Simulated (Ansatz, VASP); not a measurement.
**ZnSe (Stilleite): VASP beside Ansatz**

```
Se Zn
1.0
     0.00000    2.87109    2.87109
     2.87109    0.00000    2.87109
     2.87109    2.87109    0.00000
Se Zn
1 1
Cartesian
  4.3066 4.3066 4.3066
  0.0000 0.0000 0.0000
```

Change from the starting cell: volume scaled by 1.04.

Alike in both runs: task single point; functional LDA; k mesh 8 × 8 × 8; occupations fermi-dirac, width 0.05 eV; no spin polarisation.

|  | VASP | Ansatz |
| --- | --- | --- |
| version | VASP 6.6.1 | Ansatz 0.2.0 |
| potentials or method | VASP PAW LDA potentials, release 64 (Se, Zn), cutoff 520 eV | all-electron LAPW, scalar-relativistic |

Ansatz gave:

- gap on the k mesh at the Fermi level (eV): 0.88
- least direct gap on the mesh (eV): 0.88
- pressure (GPa): -5.4

What did VASP give for the same quantities?

gap on the k mesh at the Fermi level (eV): 0.91; least direct gap on the mesh (eV): 0.91; pressure (GPa): -5.1.

Ansatz ran all-electron here, so the differences hold the error of VASP's frozen core and of both bases.
